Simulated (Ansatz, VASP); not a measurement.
# WS2: VASP beside Ansatz, part 2 of 2

One calculation is typed for both programs; each brings its own data sets. How far apart do they land? The cell is taken from a series of runs on this material, whose earlier steps may have relaxed, scaled, displaced or heated it; both programs get it as it stands.

VASP 6.6.1 and Ansatz 0.2.0.

So far: The starting structure; Ansatz: single point, PBE, spin-orbit coupling.

### 3. VASP: single point, PBE, spin-orbit coupling

Level of this step: PBE, spin-orbit coupling, no spin polarisation; plane waves and PAW (S, W) (VASP).

The same cell, functional, mesh and smearing now go to VASP, with its own data sets.

Lines of VASP's logs that name or quote its potential files are left out, and so is its time.

Input file INCAR:

```
SYSTEM = WS2
PREC = Accurate
ENCUT = 520
EDIFF = 1E-06
NELM = 200
ISMEAR = -1
SIGMA = 0.02
LREAL = .FALSE.
ALGO = Normal
GGA = PE
LNONCOLLINEAR = .TRUE.
MAGMOM = 0 0 0 0 0 0 0 0 0 0 0 0 0 0 0 0 0 0 0 0 0 0 0 0 0 0 0
NBANDS = 72
GGA_COMPAT = .FALSE.
LASPH = .TRUE.
LSORBIT = .TRUE.
LMAXMIX = 4
LORBIT = 11
LWAVE = .FALSE.
LCHARG = .FALSE.
ISIF = 2
LDIPOL = .TRUE.
IDIPOL = 3
DIPOL = 0.5 0.5 0.5
LVHAR = .TRUE.
EFERMI = MIDGAP
NELMDL = -8
KPAR = 2
```

Input file POSCAR:

```
WS2
1.0
    3.1561069924      0.0000000000      0.0000000000
   -1.5780534962      2.7332688324      0.0000000000
    0.0000000000      0.0000000000     53.8000000000
S W
6 3
Direct
    0.6666666667      0.3333333333      0.3577893293
    0.6666666667      0.3333333333      0.4163693837
    0.3333333333      0.6666666667      0.4707397701
    0.3333333333      0.6666666667      0.5292602299
    0.6666666667      0.3333333333      0.5836306163
    0.6666666667      0.3333333333      0.6422106707
    0.3333333333      0.6666666667      0.3870972833
    0.6666666667      0.3333333333      0.5000000000
    0.3333333333      0.6666666667      0.6129027167
```

Input file KPOINTS:

```
Automatic mesh
0
Gamma
9 9 1
0 0 0
```

Potentials, in the order of the species: S and W (PBE family, release 64).

Run with:

```sh
> mpirun -np 2 vasp_ncl
```

Numbers of over 12 decimals in the logs are rounded to 6 here.

The program printed:

```text
[banner, memory and clock lines left out]
running    2 mpi-ranks, on    1 nodes
 distrk:  each k-point on    1 cores,    2 groups
 distr:  one band on    1 cores,    1 groups

 POSCAR found type information on POSCAR S W
 POSCAR found :  2 types and       9 ions
 LDA part: xc-table for (Slater+PW92), standard interpolation
|                                                                             |
|           W    W    AA    RRRRR   N    N  II  N    N   GGGG   !!!           |
|           W    W   A  A   R    R  NN   N  II  NN   N  G    G  !!!           |
|           W    W  A    A  R    R  N N  N  II  N N  N  G       !!!           |
|           W WW W  AAAAAA  RRRRR   N  N N  II  N  N N  G  GGG   !            |
|           WW  WW  A    A  R   R   N   NN  II  N   NN  G    G                |
|           W    W  A    A  R    R  N    N  II  N    N   GGGG   !!!           |
|                                                                             |
|     One of the lattice vectors is very long (>50 A), but AMIN is rather     |
|     large. This can spoil convergence since charge sloshing might occur     |
|     along the long lattice vector. If problems with convergence are         |
|     observed, try to decrease AMIN to a smaller value (e.g. 0.01).          |
|     Note: This warning only applies if the self-consistency cycle is        |
|     used.                                                                   |
|                                                                             |

 POSCAR, INCAR and KPOINTS ok, starting setup
 FFT: planning ... GRIDC
 FFT: planning ... GRID_SOFT
 FFT: planning ... GRID
 WAVECAR not read
 entering main loop
       N       E                     dE             d eps       ncg     rms          rms(c)
DAV:   1     0.433346807345E+03    0.43335E+03   -0.19373E+04  2824   0.115E+03
DAV:   2    -0.101124114740E+02   -0.44346E+03   -0.42379E+03  3960   0.244E+02
DAV:   3    -0.734736033722E+02   -0.63361E+02   -0.62688E+02  3328   0.980E+01
DAV:   4    -0.756069863754E+02   -0.21334E+01   -0.21143E+01  3656   0.206E+01
DAV:   5    -0.756881508892E+02   -0.81165E-01   -0.80945E-01  4160   0.372E+00
DAV:   6    -0.756899699409E+02   -0.18191E-02   -0.18162E-02  3768   0.605E-01
DAV:   7    -0.756900718797E+02   -0.10194E-03   -0.10188E-03  4296   0.126E-01
DAV:   8    -0.756900749234E+02   -0.30437E-05   -0.30410E-05  3568   0.189E-02    0.490E+01
DAV:   9    -0.721240820058E+02    0.35660E+01   -0.15669E+01  3832   0.165E+01    0.226E+01
DAV:  10    -0.717077252141E+02    0.41636E+00   -0.51281E+00  3528   0.112E+01    0.111E+01
DAV:  11    -0.715106693317E+02    0.19706E+00   -0.67711E-01  3576   0.439E+00    0.195E+00
DAV:  12    -0.714973517570E+02    0.13318E-01   -0.13265E-01  3728   0.164E+00    0.866E-01
DAV:  13    -0.714947201963E+02    0.26316E-02   -0.17396E-02  3576   0.670E-01    0.476E-01
DAV:  14    -0.714934577160E+02    0.12625E-02   -0.71981E-03  3784   0.350E-01    0.373E-01
[...]
DAV:  23    -0.714934554476E+02   -0.30529E-04   -0.21494E-06  2624   0.375E-03    0.641E-03
DAV:  24    -0.714934738792E+02   -0.18432E-04   -0.32403E-07  2288   0.170E-03    0.329E-03
DAV:  25    -0.714934914162E+02   -0.17537E-04   -0.24977E-07  2184   0.131E-03    0.978E-04
DAV:  26    -0.714934987857E+02   -0.73695E-05   -0.12021E-07  2064   0.882E-04    0.111E-03
DAV:  27    -0.714935025209E+02   -0.37351E-05   -0.57027E-08  1928   0.654E-04    0.101E-03
DAV:  28    -0.714935045683E+02   -0.20474E-05   -0.26175E-08  1848   0.454E-04    0.806E-04
DAV:  29    -0.714935061191E+02   -0.15508E-05   -0.18238E-08  1824   0.360E-04    0.499E-04
DAV:  30    -0.714935070599E+02   -0.94076E-06   -0.10341E-08  1824   0.289E-04
   1 F= -.71493507E+02 E0= -.71493507E+02  d E =-.192011E-13  mag=     0.0000     0.0000     0.0000
```

Parts of OUTCAR (step 3):

```text
ion  position               nearest neighbor table
   1  0.667  0.333  0.358-   7 2.41   7 2.41   7 2.41
   2  0.667  0.333  0.416-   7 2.41   7 2.41   7 2.41
   3  0.333  0.667  0.471-   8 2.41   8 2.41   8 2.41
   4  0.333  0.667  0.529-   8 2.41   8 2.41   8 2.41
   5  0.667  0.333  0.584-   9 2.41   9 2.41   9 2.41
   6  0.667  0.333  0.642-   9 2.41   9 2.41   9 2.41
   7  0.333  0.667  0.387-   2 2.41   2 2.41   2 2.41   1 2.41   1 2.41   1 2.41
   8  0.667  0.333  0.500-   3 2.41   4 2.41   3 2.41   4 2.41   3 2.41   4 2.41
   9  0.333  0.667  0.613-   5 2.41   5 2.41   5 2.41   6 2.41   6 2.41   6 2.41

  LATTYP: Found a hexagonal cell.
 ALAT       =     3.1561069924
 C/A-ratio  =    17.0463169118

 Subroutine GETGRP returns: Found 12 space group operations
 (whereof 12 operations were pure point group operations)

The static configuration has the point symmetry D_3h.

 Found     19 irreducible k-points:

   k-points           NKPTS =     19   k-points in BZ     NKDIM =     19   number of bands    NBANDS=     72

   dimension x,y,z NGX =    24 NGY =   24 NGZ =  400
   dimension x,y,z NGXF=    48 NGYF=   48 NGZF=  800

   ENCUT  =  520.0 eV  38.22 Ry    6.18 a.u.   5.87  5.87100.03*2*pi/ulx,y,z

   NELECT =      54.0000    total number of electrons

 k-points in reciprocal lattice and weights: Automatic mesh
   0.00000000  0.00000000  0.00000000       0.012
   0.11111111  0.00000000  0.00000000       0.037
  -0.11111111  0.00000000  0.00000000       0.037
   0.22222222 -0.00000000  0.00000000       0.037
  -0.22222222  0.00000000  0.00000000       0.037
   0.33333333  0.00000000  0.00000000       0.037
  -0.33333333  0.00000000  0.00000000       0.037
   0.44444444 -0.00000000  0.00000000       0.037
  -0.44444444  0.00000000  0.00000000       0.037
[...]
-0.33333333 -0.22222222  0.00000000       0.074
   0.33333333  0.33333333  0.00000000       0.025

 dipolmoment           0.000000      0.000000     -0.000000 electrons x Angstroem

 average (electrostatic) potential at core
       1 -93.2044       2 -93.2248       3 -93.2316       4 -93.2316       5 -93.2248
       6 -93.2044       7 -47.3907       8 -47.3913       9 -47.3907

 E-fermi :  -0.5927

 k-point     1 :       0.0000    0.0000    0.0000
  band No.  band energies     occupation
    ...
     50      -2.1308      1.00000
     51      -1.5481      1.00000
     52      -1.5481      1.00000
     53      -1.1905      1.00000
     54      -1.1905      1.00000
     55       1.0775      0.00000
     56       1.0775      0.00000
     57       1.0966      0.00000
     58       1.0966      0.00000
     59       1.1152      0.00000
    ...

 k-point     2 :       0.1111    0.0000    0.0000
  band No.  band energies     occupation
    ...
     50      -2.1659      1.00000
     51      -1.7605      1.00000
     52      -1.7605      1.00000
     53      -1.5584      1.00000
     54      -1.5584      1.00000
     55       0.7884      0.00000
     56       0.7884      0.00000
     57       0.8438      0.00000
     58       0.8438      0.00000
     59       0.9028      0.00000
    ...

 k-point     3 :      -0.1111    0.0000    0.0000
  band No.  band energies     occupation
    ...
     50      -2.1659      1.00000
     51      -1.7605      1.00000
     52      -1.7605      1.00000
     53      -1.5584      1.00000
     54      -1.5584      1.00000
     55       0.7884      0.00000
     56       0.7884      0.00000
     57       0.8438      0.00000
     58       0.8438      0.00000
     59       0.9028      0.00000
    ...

  Total        2.8676574      2.8676574      2.4072701      0.0000000      0.0000000      0.0000000
  in kB        9.8996879      9.8996879      8.3103450      0.0000000      0.0000000      0.0000000
  external PRESSURE =       9.3699069 kB  Pullay stress =       0.0000000 kB

  energy-cutoff  :      520.00
  volume of cell :      464.11
      direct lattice vectors                 reciprocal lattice vectors
     3.156106992  0.000000000  0.000000000     0.316846039  0.182931146  0.000000000
    -1.578053496  2.733268832  0.000000000     0.000000000  0.365862292  0.000000000
     0.000000000  0.000000000 53.800000000     0.000000000  0.000000000  0.018587361

 POSITION                                       TOTAL-FORCE (eV/Angst)
 -----------------------------------------------------------------------------------
      1.57805      0.91109     19.24907         0.000000      0.000000     -0.055460
      1.57805      0.91109     22.40067         0.000000      0.000000     -0.082901
     -0.00000      1.82218     25.32580         0.000000     -0.000000      0.066493
     -0.00000      1.82218     28.47420         0.000000      0.000000     -0.066493
      1.57805      0.91109     31.39933         0.000000     -0.000000      0.082901
      1.57805      0.91109     34.55093         0.000000      0.000000      0.055460
     -0.00000      1.82218     20.82583        -0.000000      0.000000     -0.090430
      1.57805      0.91109     26.90000        -0.000000     -0.000000      0.000000
     -0.00000      1.82218     32.97417        -0.000000     -0.000000      0.090430
 -----------------------------------------------------------------------------------
    total drift:                               -0.000000      0.000000      0.000000

  FREE ENERGIE OF THE ION-ELECTRON SYSTEM (eV)
  ---------------------------------------------------
  free  energy   TOTEN  =       -71.4935070599 eV

  energy  without entropy=      -71.4935070599  energy(sigma->0) =      -71.49350706

 vacuum level on the upper side and lower side of the slab         3.928         3.928

 Spin-Orbit-Coupling matrix elements
 Ion:    1  E_soc:     -0.0030560
 Ion:    2  E_soc:     -0.0030763
 Ion:    3  E_soc:     -0.0030806
 Ion:    4  E_soc:     -0.0030806
 Ion:    5  E_soc:     -0.0030763
 Ion:    6  E_soc:     -0.0030560
 Ion:    7  E_soc:     -0.3189522
 Ion:    8  E_soc:     -0.3194261
 Ion:    9  E_soc:     -0.3189522

 total charge
# of ion       s       p       d       tot
------------------------------------------
    1        1.359   2.362   0.000   3.721
    2        1.361   2.362   0.000   3.723
    3        1.361   2.362   0.000   3.723
    4        1.361   2.362   0.000   3.723
    5        1.361   2.362   0.000   3.723
    6        1.359   2.362   0.000   3.721
    7        0.567   0.723   4.247   5.536
    8        0.567   0.723   4.251   5.542
    9        0.567   0.723   4.247   5.536
--------------------------------------------------
tot          9.864  16.339  12.745  38.948

 magnetization (x)
# of ion       s       p       d       tot
------------------------------------------
    1        0.000  -0.000   0.000  -0.000
    2       -0.000  -0.000   0.000  -0.000
    3        0.000   0.000   0.000   0.000
    4        0.000  -0.000   0.000  -0.000
    5        0.000   0.000   0.000   0.000
    6       -0.000   0.000   0.000   0.000
    7        0.000   0.000   0.000   0.000
    8        0.000   0.000   0.000   0.000
    9        0.000   0.000   0.000   0.000
--------------------------------------------------
tot          0.000   0.000   0.000   0.000

 magnetization (y)
# of ion       s       p       d       tot
------------------------------------------
    1        0.000   0.000   0.000   0.000
    2        0.000   0.000   0.000   0.000
    3        0.000  -0.000   0.000  -0.000
    4        0.000   0.000   0.000   0.000
    5        0.000  -0.000   0.000  -0.000
    6        0.000   0.000   0.000   0.000
    7        0.000   0.000   0.000   0.000
    8        0.000   0.000   0.000   0.000
    9        0.000   0.000   0.000   0.000
--------------------------------------------------
tot          0.000  -0.000   0.000  -0.000

 magnetization (z)
# of ion       s       p       d       tot
------------------------------------------
    1        0.000  -0.000   0.000  -0.000
    2        0.000   0.000   0.000   0.000
    3       -0.000   0.000   0.000   0.000
    4       -0.000   0.000   0.000   0.000
    5        0.000   0.000   0.000   0.000
    6       -0.000  -0.000   0.000  -0.000
    7        0.000   0.000  -0.000   0.000
    8        0.000   0.000   0.000   0.000
    9        0.000  -0.000  -0.000  -0.000
--------------------------------------------------
tot          0.000   0.000  -0.000   0.000

[... 3 further parts left out ...]
```

### 4. Differences

Known differences besides the potentials themselves: spin-orbit coupling enters by fully relativistic files in Ansatz and inside the spheres in VASP; Ansatz cuts the interaction across the vacuum, VASP repeats the sheet with a dipole correction; the data sets hold 78 valence electrons in Ansatz (on its PAW fully relativistic soft_1 files) and 54 in VASP; the cutoff is 420 eV in Ansatz and 520 eV in VASP. Total energies have different zeros and are not compared.

The two programs side by side:

| quantity | Ansatz | VASP | difference |
| --- | --- | --- | --- |
| gap on the k mesh (eV) | 1.177 | 1.196 | -0.018 |

A gap on the mesh is an upper bound, since the band edges may lie between its points. With vacuum in the cell, a pressure given here is an average over mostly empty space and none of the material.

### 5. Summary of results

```
difference in gap on the k mesh (single point, PBE, spin-orbit coupling) : -0.018 eV
```

In words: The difference in gap on the k mesh is -0.018 eV (single point, PBE, spin-orbit coupling), within the 0.08 eV picked in this series as the mark of a large difference. The data sets hold unlike numbers of valence electrons (78 in Ansatz and 54 in VASP), so part of the differences comes from the potentials. Such differences can come from data sets, numerical settings and the points named under the comparisons, not from the functional's error against experiment.

[Lines on the potential files, build, host, timing and source positions are cut from VASP's logs without a mark.]

[Logs are printed without paths, hosts, clocks, repeated set-up lines and the standing remarks that a program may print on its own settings, such as how far it seeks lower states.]

[Hosts, paths, dates, database ids (printed as entryN), source tags and the programs' standing remarks are cut or masked in the printed files.]
